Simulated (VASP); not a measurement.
# Ag2O3 (Pn-3m) in VASP: a series of runs

One crystal, Ag2O3, is run at these levels: PBEsol; tasks: single point.

Program: VASP 6.6.1. These are calculated values, not measurements. Logs are shortened: lines on timing, memory, paths and dates and some standing lists are left out, and cuts for length are marked.

### 1 Starting point

The structure is cubic, space group Pn-3m (No. 224). Conventional cell: a = 4.904 Å, b = 4.904 Å, c = 4.904 Å, α = 90.00°, β = 90.00°, γ = 90.00°. Ag (site symmetry -3m) has 6 O at 2.12 Å as nearest neighbours. Around O (site symmetry -42m) lie 4 Ag at 2.12 Å.

### 2 Single point, PBEsol

Contents of INCAR:

```
PREC     = Accurate       # precision mode
ENCUT    = 520            # plane-wave cutoff, eV
EDIFF    = 1E-6           # SCF threshold, eV
ISMEAR   = 1              # smearing method
SIGMA    = 0.1            # smearing width, eV
LREAL    = False          # projectors in reciprocal space
LASPH    = True           # aspherical terms in the spheres
NELM     = 100            # most SCF steps
ALGO     = Normal         # electronic algorithm
ISIF     = 2              # what is computed and relaxed
LWAVE    = False          # write WAVECAR
LCHARG   = False          # write CHGCAR
GGA      = PS             # functional
NBANDS   = 51             # bands
```

Contents of KPOINTS:

```
Automatic mesh
0
Gamma
  5 5 5
```

Contents of POSCAR:

```
Ag2O3
1.0
    4.9040000000      0.0000000000      0.0000000000
    0.0000000000      4.9040000000      0.0000000000
    0.0000000000      0.0000000000      4.9040000000
Ag O
4 6
Direct
    0.2500000000      0.2500000000      0.2500000000
    0.2500000000      0.7500000000      0.7500000000
    0.7500000000      0.7500000000      0.2500000000
    0.7500000000      0.2500000000      0.7500000000
    0.5000000000      0.0000000000      0.0000000000
    0.5000000000      0.0000000000      0.5000000000
    0.0000000000      0.5000000000      0.0000000000
    0.5000000000      0.5000000000      0.0000000000
    0.0000000000      0.5000000000      0.5000000000
    0.0000000000      0.0000000000      0.5000000000
```

Potentials or basis: VASP PAW PBE potentials, release 64 (Ag, O).

Launch:

```bash
$ cat potpaw_PBE.64/Ag/POTCAR potpaw_PBE.64/O/POTCAR > POTCAR
$ mpirun -np 1 vasp_std > vasp.out
```

OUTCAR:

```text
PREC = Accurate
   ENCUT = 520
   EDIFF = 1E-6
   ISMEAR = 1
   LREAL = False
   LASPH = True
   NELM = 100
   ISIF = 2
   GGA = PS

 ion  position               nearest neighbor table
   1  0.250  0.250  0.250-   5 2.12   6 2.12   7 2.12   8 2.12   9 2.12  10 2.12   2 3.47   3 3.47
                             4 3.47   2 3.47   4 3.47   2 3.47   3 3.47   2 3.47   3 3.47   4 3.47
   2  0.250  0.750  0.750-   5 2.12   6 2.12   7 2.12   8 2.12   9 2.12  10 2.12   1 3.47   3 3.47
                             4 3.47   1 3.47   3 3.47   1 3.47   4 3.47   1 3.47   3 3.47   4 3.47
   3  0.750  0.750  0.250-   5 2.12   6 2.12   7 2.12   8 2.12   9 2.12  10 2.12   1 3.47   2 3.47
                             4 3.47   2 3.47   4 3.47   1 3.47   4 3.47   4 3.47   1 3.47   2 3.47
   4  0.750  0.250  0.750-   5 2.12   6 2.12   7 2.12   8 2.12   9 2.12  10 2.12   1 3.47   2 3.47
                             3 3.47   1 3.47   3 3.47   2 3.47   3 3.47   3 3.47   1 3.47   2 3.47
   5  0.500  0.000  0.000-   1 2.12   2 2.12   3 2.12   4 2.12
   6  0.500  0.000  0.500-   1 2.12   2 2.12   3 2.12   4 2.12
   7  0.000  0.500  0.000-   1 2.12   2 2.12   3 2.12   4 2.12
   8  0.500  0.500  0.000-   1 2.12   2 2.12   3 2.12   4 2.12
   9  0.000  0.500  0.500-   1 2.12   2 2.12   3 2.12   4 2.12
  10  0.000  0.000  0.500-   1 2.12   2 2.12   3 2.12   4 2.12

  LATTYP: Found a simple cubic cell.
 ALAT       =     4.9040000000

  Lattice vectors:

 A1 = (   4.9040000000,   0.0000000000,   0.0000000000)
 A2 = (   0.0000000000,   4.9040000000,   0.0000000000)
 A3 = (   0.0000000000,   0.0000000000,   4.9040000000)

Analysis of symmetry for initial positions (statically):
=====================================================================
 Subroutine PRICEL returns:
 Original cell was already a primitive cell.

 Routine SETGRP: Setting up the symmetry group for a
 simple cubic supercell.

 Subroutine GETGRP returns: Found 48 space group operations
 (whereof 24 operations were pure point group operations)
 out of a pool of 48 trial point group operations.

The static configuration has the point symmetry T_d .
 The point group associated with its full space group is O_h .

Analysis of symmetry for dynamics (positions and initial velocities):
=====================================================================
 Subroutine PRICEL returns:
 Original cell was already a primitive cell.

 Routine SETGRP: Setting up the symmetry group for a
 simple cubic supercell.

 Subroutine GETGRP returns: Found 48 space group operations
[... 115 lines left out ...]
   PSTRESS=    0.0 pullay stress
   NELECT =      80.0000    total number of electrons
   NUPDOWN=      -1.0000    fix difference up-down
   EMIN   =  10.00;   EMAX   =-10.00  energy-range for DOS
   EFERMI =   0.00;   METHOD = LEGACY
   ISMEAR =     1;   SIGMA  =   0.10  broadening in eV -4-tet -1-fermi 0-gaus
   EFERMI_NEDOS =   21; number of points for ismear=-14 and -15
   IALGO  =     38    algorithm
   IMIX   =      4    mixing-type and parameters
     AMIX     =   0.40;   BMIX     =  1.00
     AMIX_MAG =   1.60;   BMIX_MAG =  1.00
  volume/ion in A,a.u.               =      11.79        79.59
  Fermi-wavevector in a.u.,A,eV,Ry     =   1.438427  2.718232 28.151420  2.069071
  Thomas-Fermi vector in A             =   2.557395
   LORBIT       =      0    0 simple, 1 ext, 2 COOP (PROOUT), +10 PAW based schemes
   GGA     = PS    functional components
   LHFCALC =     F    Hartree Fock is set to
   AEXX    =    0.0000 exact exchange contribution
   IVDW    =     0    specifies the selected vdW correction
   LEPSILON=     F    determine dielectric tensor
   LRPA    =     F    only Hartree local field effects (RPA)
 non-spin polarized calculation
 Methfessel and Paxton  Order N= 1 SIGMA  =   0.10
  energy-cutoff  :      520.00
  volume of cell :      117.94
 maximum number of plane-waves:      3191
   NGX = 19   NGY = 19   NGZ = 19

 number of electron      79.9999966 magnetization

 Free energy of the ion-electron system (eV)
  ---------------------------------------------------
  ext. energy  EPLUGINS =         0.00000000
  ---------------------------------------------------
  free energy    TOTEN  =       -42.73818691 eV

  energy without entropy =      -42.72755877  energy(sigma->0) =      -42.73464420

 E-fermi :   5.7901     XC(G=0): -11.8196

 val. band max:        5.7689646324   @ k =   0.4000   0.0000   0.0000
 cond. band min:       5.7966310047   @ k =   0.2000   0.2000   0.0000
 fundamental gap:      0.0276663724
 Fermi energy:         5.7900831025

 k-point     1 :       0.0000    0.0000    0.0000
  band No.  band energies     occupation
      1     -13.9292      2.00000
      2     -12.7523      2.00000
      3     -12.7523      2.00000
      4     -12.1710      2.00000
      5     -12.1710      2.00000
      6     -11.2889      2.00000
[... 529 lines left out ...]
     50      14.1287      0.00000
     51      14.1287      0.00000

------------------------ aborting loop because EDIFF is reached ----------------------------------------

  FORCE on cell =-STRESS in cart. coord.  units (eV):
  Direction    XX          YY          ZZ          XY          YZ          ZX
  --------------------------------------------------------------------------------------
  -------------------------------------------------------------------------------------
  Total        6.8338698      6.8338698      6.8338698      0.0000000      0.0000000      0.0000000
  in kB       92.8380256     92.8380256     92.8380256      0.0000000      0.0000000      0.0000000
  external PRESSURE =      92.8380256 kB  Pullay stress =       0.0000000 kB

 VOLUME and BASIS-vectors are now :
 -----------------------------------------------------------------------------
  energy-cutoff  :      520.00
  volume of cell :      117.94
      direct lattice vectors                 reciprocal lattice vectors
     4.904000000  0.000000000  0.000000000     0.203915171  0.000000000  0.000000000
     0.000000000  4.904000000  0.000000000     0.000000000  0.203915171  0.000000000
     0.000000000  0.000000000  4.904000000     0.000000000  0.000000000  0.203915171

 POSITION                                       TOTAL-FORCE (eV/Angst)
 -----------------------------------------------------------------------------------
      1.22600      1.22600      1.22600        -0.000000      0.000000      0.000000
      1.22600      3.67800      3.67800        -0.000000     -0.000000     -0.000000
      3.67800      3.67800      1.22600         0.000000     -0.000000      0.000000
      3.67800      1.22600      3.67800         0.000000     -0.000000      0.000000
      2.45200      0.00000      0.00000         0.000000     -0.000000      0.000000
      2.45200      0.00000      2.45200         0.000000      0.000000      0.000000
      0.00000      2.45200      0.00000         0.000000     -0.000000     -0.000000
      2.45200      2.45200      0.00000         0.000000      0.000000     -0.000000
      0.00000      2.45200      2.45200         0.000000     -0.000000      0.000000
      0.00000      0.00000      2.45200        -0.000000     -0.000000     -0.000000
 -----------------------------------------------------------------------------------
    total drift:                               -0.000000      0.000000     -0.000000

  FREE ENERGIE OF THE ION-ELECTRON SYSTEM (eV)
  ---------------------------------------------------
  free  energy   TOTEN  =       -42.7381869119 eV

  energy  without entropy=      -42.7275587681  energy(sigma->0) =      -42.73464420
```

OSZICAR:

```text
N       E                     dE             d eps       ncg     rms          rms(c)
DAV:   1     0.647290448008E+03    0.64729E+03   -0.43071E+04  1020   0.158E+03
DAV:   2    -0.960050604362E+01   -0.65689E+03   -0.61847E+03  1152   0.387E+02
DAV:   3    -0.558993959329E+02   -0.46299E+02   -0.45005E+02  1103   0.107E+02
DAV:   4    -0.564609076976E+02   -0.56151E+00   -0.55992E+00  1200   0.124E+01
DAV:   5    -0.564663187510E+02   -0.54111E-02   -0.54061E-02  1134   0.118E+00    0.366E+01
DAV:   6    -0.467159063807E+02    0.97504E+01   -0.63988E+01  1111   0.712E+01    0.367E+01
DAV:   7    -0.427980632182E+02    0.39178E+01   -0.13524E+01  1043   0.328E+01    0.153E+01
DAV:   8    -0.428494134728E+02   -0.51350E-01   -0.41555E+00  1082   0.103E+01    0.571E+00
DAV:   9    -0.427518960335E+02    0.97517E-01   -0.13249E-01  1237   0.374E+00    0.201E+00
DAV:  10    -0.427388750533E+02    0.13021E-01   -0.12295E-01  1117   0.171E+00    0.330E-01
DAV:  11    -0.427381812895E+02    0.69376E-03   -0.49606E-03  1120   0.642E-01    0.202E-01
DAV:  12    -0.427383098062E+02   -0.12852E-03   -0.16945E-03  1110   0.385E-01    0.112E-01
DAV:  13    -0.427381873163E+02    0.12249E-03   -0.13746E-04  1208   0.156E-01    0.275E-02
DAV:  14    -0.427381889805E+02   -0.16642E-05   -0.78212E-05  1120   0.529E-02    0.118E-02
DAV:  15    -0.427381873477E+02    0.16328E-05   -0.35943E-06  1069   0.112E-02    0.752E-03
DAV:  16    -0.427381869119E+02    0.43573E-06   -0.82785E-07   595   0.477E-03
   1 F= -.42738187E+02 E0= -.42734644E+02  d E =-.106281E-01
```

Run time: 96 s. Hardware: 1 thread of AMD EPYC 7R43 (Zen 3), shared host; peak memory 0.18 GiB.

What came out:

- Free energy: -42.7382 eV
- Pressure: 9.3 GPa
- Band gap on the k mesh: none (metal or under the smearing width)

Caveat: the PAW data sets were made with another functional, which shifts forces and pressure a little.

### 3 Single point, PBEsol

Contents of INCAR:

```
SYSTEM = Ag2O3
PREC = Accurate ; ENCUT = 520
EDIFF = 1E-7 ; ISMEAR = 1
SIGMA = 0.1 ; LREAL = .FALSE.
LASPH = .TRUE. ; NELM = 100
ALGO = Normal ; ISIF = 2
LWAVE = .FALSE. ; LCHARG = .FALSE.
GGA = PS ; NBANDS = 51
```

Contents of KPOINTS:

```
regular mesh
0
G
  5 5 5
  0 0 0
```

POSCAR is that of step 2.

Potentials or basis: VASP PAW PBE potentials, release 64 (Ag, O).

Launch:

```bash
$ cat potpaw_PBE.64/Ag/POTCAR potpaw_PBE.64/O/POTCAR > POTCAR
$ mpirun -np 1 vasp_std > vasp.out
```

Wall time 95 s (1 thread of AMD EPYC 7R43 (Zen 3), shared host); peak memory 0.17 GiB.

It converged, with:

| Property | Result |
| --- | --- |
| Free energy | -42.7382 eV |
| Pressure | 9.3 GPa |
| Band gap on the k mesh | none (metal or under the smearing width) |

Levels at points of the mesh, in eV from the Fermi level:
```csv
k point,band 37,band 38,band 39,band 40,band 41,band 42
"(0.00, 0.00, 0.00)",-1.26,-1.26,0.63,0.63,0.63,0.68
```

Caveat: the PAW data sets were made with another functional, which shifts forces and pressure a little.
